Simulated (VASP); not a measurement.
# Ge (Im-3m) in VASP: notebook

The runs below take Ge through single point, with RPBE.

All numbers are computed with VASP 6.6.1; they aren't measurements. Logs are shortened: lines on timing, memory, paths and dates and some standing lists are left out, and cuts for length are marked.

### Step 1. The crystal as given

It takes space group Im-3m (No. 229, cubic). Conventional cell: a = 3.411 Å, b = 3.411 Å, c = 3.411 Å, α = 90.00°, β = 90.00°, γ = 90.00°. Around Ge (site symmetry m-3m) lie 8 Ge at 2.95 Å.

This isn't the form of Ge at room conditions, which is diamond.

### Step 2. Single point, RPBE

File INCAR:

```
SYSTEM = Ge
PREC     = Accurate       ! precision mode
ENCUT    = 520            ! plane-wave cutoff, eV
EDIFF    = 1E-7           ! SCF threshold, eV
ISMEAR   = -1             ! smearing method
SIGMA    = 0.1            ! smearing width, eV
LREAL    = .FALSE.        ! projectors in reciprocal space
LASPH    = .TRUE.         ! aspherical terms in the spheres
NELM     = 60             ! most SCF steps
ALGO     = Normal         ! electronic algorithm
ISIF     = 2              ! what is computed and relaxed
LWAVE    = .FALSE.        ! write WAVECAR
LCHARG   = .FALSE.        ! write CHGCAR
GGA      = RP             ! functional
NBANDS   = 13             ! bands
```

File KPOINTS:

```
regular mesh
0
G
  21 21 21
  0 0 0
```

File POSCAR:

```
Ge
1.0
   -1.7052586292      1.7052586292      1.7052586292
    1.7052586292     -1.7052586292      1.7052586292
    1.7052586292      1.7052586292     -1.7052586292
Ge
1
Direct
    0.0000000000      0.0000000000      0.0000000000
```

Potentials or basis: VASP PAW PBE potentials, release 64 (Ge_d).

Started as:

```console
> cat potpaw_PBE.64/Ge_d/POTCAR > POTCAR
> mpirun -np 1 vasp_std > vasp.out
```

OUTCAR:

```text
SYSTEM = Ge
   PREC = Accurate
   ENCUT = 520
   EDIFF = 1E-7
   ISMEAR = -1
   LREAL = .FALSE.
   LASPH = .TRUE.
   NELM = 60
   ISIF = 2
   GGA = RP

 ion  position               nearest neighbor table
   1  0.000  0.000  0.000-

  LATTYP: Found a body centered cubic cell.
 ALAT       =     3.4105172584

  Lattice vectors:

 A1 = (  -1.7052586292,   1.7052586292,   1.7052586292)
 A2 = (   1.7052586292,  -1.7052586292,   1.7052586292)
 A3 = (   1.7052586292,   1.7052586292,  -1.7052586292)

Analysis of symmetry for initial positions (statically):
=====================================================================
 Subroutine PRICEL returns:
 Original cell was already a primitive cell.

 Routine SETGRP: Setting up the symmetry group for a
 body centered cubic supercell.

 Subroutine GETGRP returns: Found 48 space group operations
 (whereof 48 operations were pure point group operations)
 out of a pool of 48 trial point group operations.

The static configuration has the point symmetry O_h .

Analysis of symmetry for dynamics (positions and initial velocities):
=====================================================================
 Subroutine PRICEL returns:
 Original cell was already a primitive cell.

 Routine SETGRP: Setting up the symmetry group for a
 body centered cubic supercell.

 Subroutine GETGRP returns: Found 48 space group operations
 (whereof 48 operations were pure point group operations)
 out of a pool of 48 trial point group operations.

The dynamic configuration has the point symmetry O_h .

 Subroutine INISYM returns: Found 48 space group operations
 (whereof 48 operations are pure point group operations),
 and found     1 'primitive' translations

----------------------------------------------------------------------------------------

                                     Primitive cell

  volume of cell :      19.8349

  direct lattice vectors                    reciprocal lattice vectors
    -1.705258629  1.705258629  1.705258629     0.000000000  0.293210655  0.293210655
     1.705258629 -1.705258629  1.705258629     0.293210655  0.000000000  0.293210655
     1.705258629  1.705258629 -1.705258629     0.293210655  0.293210655  0.000000000

  length of vectors
     2.953594586  2.953594586  2.953594586     0.414662485  0.414662485  0.414662485

  position of ions in fractional coordinates (direct lattice)
     0.000000000  0.000000000  0.000000000

  ion indices of the primitive-cell ions
   primitive index   ion index
                 1           1

----------------------------------------------------------------------------------------

 KPOINTS: regular mesh

Automatic generation of k-mesh.
 Grid dimensions read from file:
 generate k-points for:   21   21   21

 Generating k-lattice:

  Cartesian coordinates                     Fractional coordinates (reciprocal lattice)
     0.000000000  0.013962412  0.013962412     0.047619048  0.000000000  0.000000000
     0.013962412  0.000000000  0.013962412     0.000000000  0.047619048  0.000000000
     0.013962412  0.013962412  0.000000000     0.000000000  0.000000000  0.047619048

  Length of vectors
     0.019745833  0.019745833  0.019745833

  Shift w.r.t. Gamma in fractional coordinates (k-lattice)
     0.000000000  0.000000000  0.000000000

 Subroutine IBZKPT returns following result:
 ===========================================

 Found    286 irreducible k-points:

 Following reciprocal coordinates:
            Coordinates               Weight
  0.000000  0.000000  0.000000      1.000000
  0.047619  0.000000  0.000000     12.000000
  0.095238  0.000000  0.000000     12.000000
  0.142857  0.000000  0.000000     12.000000
  0.190476  0.000000  0.000000     12.000000
  0.238095  0.000000  0.000000     12.000000
[... 16 lines left out ...]
  0.142857  0.095238  0.000000     48.000000
  0.190476  0.095238  0.000000     48.000000
 [... further k-points ...]
   k-points           NKPTS =    286   k-points in BZ     NKDIM =    286   number of bands    NBANDS=     13
   number of dos      NEDOS =    301   number of ions     NIONS =      1
   total plane-waves  NPLWV =  13824
   dimension x,y,z NGX =    24 NGY =   24 NGZ =   24
   dimension x,y,z NGXF=    48 NGYF=   48 NGZF=   48
   ions per type =               1
   NGX,Y,Z   is equivalent  to a cutoff of  13.51, 13.51, 13.51 a.u.
   NGXF,Y,Z  is equivalent  to a cutoff of  27.02, 27.02, 27.02 a.u.
 SYSTEM =  Ge
   PREC   = accura    normal or accurate (medium, high low for compatibility)
   ISTART =      0    job   : 0-new  1-cont  2-samecut
   ICHARG =      2    charge: 1-file 2-atom 10-const
   ISPIN  =      1    spin polarized calculation?
   LNONCOLLINEAR =      F non collinear calculations
   LSORBIT =      F    spin-orbit coupling
   LASPH  =      T    aspherical Exc in radial PAW
   ENCUT  =  520.0 eV  38.22 Ry    6.18 a.u.   5.49  5.49  5.49*2*pi/ulx,y,z
   NELM   =     60;   NELMIN=  2; NELMDL= -5     # of ELM steps
   EDIFF  = 0.1E-06   stopping-criterion for ELM
   LREAL  =      F    real-space projection
   EDIFFG = 0.1E-05   stopping-criterion for IOM
   NSW    =      0    number of steps for IOM
   IBRION =     -1    ionic relax: 0-MD 1-quasi-New 2-CG
   NFREE  =      0    steps in history (QN), initial steepest desc. (CG)
   ISIF   =      2    stress and relaxation
   ISYM   =      2    0-nonsym 1-usesym 2-fastsym
   POTIM  = 0.5000    time-step for ionic-motion
   TEBEG  =    0.0;   TEEND  =   0.0 temperature during run
   PSTRESS=    0.0 pullay stress
   NELECT =      14.0000    total number of electrons
   NUPDOWN=      -1.0000    fix difference up-down
   EMIN   =  10.00;   EMAX   =-10.00  energy-range for DOS
   EFERMI =   0.00;   METHOD = LEGACY
   ISMEAR =    -1;   SIGMA  =   0.10  broadening in eV -4-tet -1-fermi 0-gaus
   EFERMI_NEDOS =   21; number of points for ismear=-14 and -15
   IALGO  =     38    algorithm
   IMIX   =      4    mixing-type and parameters
     AMIX     =   0.40;   BMIX     =  1.00
     AMIX_MAG =   1.60;   BMIX_MAG =  1.00
  volume/ion in A,a.u.               =      19.83       133.85
  Fermi-wavevector in a.u.,A,eV,Ry     =   1.457607  2.754479 28.907204  2.124620
  Thomas-Fermi vector in A             =   2.574389
   LORBIT       =      0    0 simple, 1 ext, 2 COOP (PROOUT), +10 PAW based schemes
   GGA     = RP    functional components
   LHFCALC =     F    Hartree Fock is set to
   AEXX    =    0.0000 exact exchange contribution
   IVDW    =     0    specifies the selected vdW correction
   LEPSILON=     F    determine dielectric tensor
   LRPA    =     F    only Hartree local field effects (RPA)
 non-spin polarized calculation
  energy-cutoff  :      520.00
  volume of cell :       19.83
 maximum number of plane-waves:       555
 NGX is ok and might be reduce to    24
   NGX = 11   NGY = 11   NGZ = 11

 number of electron      13.9999989 magnetization

 Free energy of the ion-electron system (eV)
  ---------------------------------------------------
  ext. energy  EPLUGINS =         0.00000000
  ---------------------------------------------------
  free energy    TOTEN  =        -3.82500137 eV

  energy without entropy =       -3.80833665  energy(sigma->0) =       -3.81666901

 E-fermi :   6.3584     XC(G=0): -10.9511

 val. band max:        6.3544262932   @ k =  -0.4286  -0.4762   0.1905
 cond. band min:       6.3928289683   @ k =   0.1429   0.1429   0.1429
 fundamental gap:      0.0384026751
 Fermi energy:         6.3584238861

 k-point     1 :       0.0000    0.0000    0.0000
  band No.  band energies     occupation
      1     -18.4354      2.00000
      2     -18.4354      2.00000
      3     -18.4354      2.00000
      4     -18.3621      2.00000
      5     -18.3621      2.00000
      6      -6.3702      2.00000
      7      15.0872      0.00000
      8      15.0872      0.00000
      9      15.0872      0.00000
     10      20.8928      0.00000
     11      20.8928      0.00000
     12      20.8928      0.00000
     13      23.0189      0.00000

 k-point     2 :       0.0476    0.0000    0.0000
  band No.  band energies     occupation
      1     -18.4360      2.00000
      2     -18.4346      2.00000
      3     -18.4329      2.00000
      4     -18.3627      2.00000
      5     -18.3621      2.00000
      6      -6.3126      2.00000
      7      14.6151      0.00000
      8      14.8676      0.00000
      9      15.0331      0.00000
     10      20.4379      0.00000
     11      20.5397      0.00000
     12      21.2209      0.00000
     13      22.1570      0.00000

 k-point     3 :       0.0952    0.0000    0.0000
  band No.  band energies     occupation
      1     -18.4376      2.00000
      2     -18.4324      2.00000
      3     -18.4253      2.00000
      4     -18.3644      2.00000
      5     -18.3623      2.00000
      6      -6.1399      2.00000
      7      13.4221      0.00000
      8      14.3247      0.00000
      9      14.8748      0.00000
     10      19.6066      0.00000
     11      19.6273      0.00000
     12      21.8722      0.00000
     13      22.0896      0.00000
[... 305 lines left out ...]
 k-point    23 :       0.1429    0.0952    0.0000
  band No.  band energies     occupation
      1     -18.4405      2.00000
      2     -18.4284      2.00000
      3     -18.3925      2.00000
      4     -18.3708      2.00000
      5     -18.3632      2.00000
      6      -5.2777      2.00000
      7      10.0285      0.00000
      8      11.9912      0.00000
      9      13.6649      0.00000
     10      18.2068      0.00000
     11      18.8710      0.00000
     12      21.3272      0.00000
     13      23.3210      0.00000

 k-point    24 :       0.1905    0.0952    0.0000
  band No.  band energies     occupation
      1     -18.4436      2.00000
      2     -18.4249      2.00000
      3     -18.3778      2.00000
      4     -18.3725      2.00000
      5     -18.3636      2.00000
      6      -4.7627      2.00000
      7       8.4805      0.00000
      8      11.1981      0.00000
      9      13.2425      0.00000
     10      17.6608      0.00000
     11      18.7234      0.00000
     12      21.2700      0.00000
     13      24.5746      0.00000

 [... further k-points ...]

------------------------ aborting loop because EDIFF is reached ----------------------------------------

  FORCE on cell =-STRESS in cart. coord.  units (eV):
  Direction    XX          YY          ZZ          XY          YZ          ZX
  --------------------------------------------------------------------------------------
  -------------------------------------------------------------------------------------
  Total       -0.0208468     -0.0208468     -0.0208468     -0.0000000      0.0000000     -0.0000000
  in kB       -1.6839120     -1.6839120     -1.6839120     -0.0000000      0.0000000     -0.0000000
  external PRESSURE =      -1.6839120 kB  Pullay stress =       0.0000000 kB

 VOLUME and BASIS-vectors are now :
 -----------------------------------------------------------------------------
  energy-cutoff  :      520.00
  volume of cell :       19.83
      direct lattice vectors                 reciprocal lattice vectors
    -1.705258629  1.705258629  1.705258629     0.000000000  0.293210655  0.293210655
     1.705258629 -1.705258629  1.705258629     0.293210655  0.000000000  0.293210655
     1.705258629  1.705258629 -1.705258629     0.293210655  0.293210655  0.000000000

 POSITION                                       TOTAL-FORCE (eV/Angst)
 -----------------------------------------------------------------------------------
      0.00000      0.00000      0.00000        -0.000000      0.000000      0.000000
 -----------------------------------------------------------------------------------
    total drift:                               -0.000000      0.000000      0.000000

  FREE ENERGIE OF THE ION-ELECTRON SYSTEM (eV)
  ---------------------------------------------------
  free  energy   TOTEN  =        -3.8250013650 eV

  energy  without entropy=       -3.8083366485  energy(sigma->0) =       -3.81666901
```

Wall time 32 s (1 thread of AMD EPYC 9R45 (Zen 5), shared host); peak memory 0.15 GiB.

What came out:

```yaml
Free_energy: -3.8250 eV
Pressure: -0.2 GPa
Band_gap_on_the_k_mesh: none (metal or under the smearing width)
```

Caveat: the PAW data sets were made with another functional, which shifts forces and pressure a little.

[end of part 1 of 2]
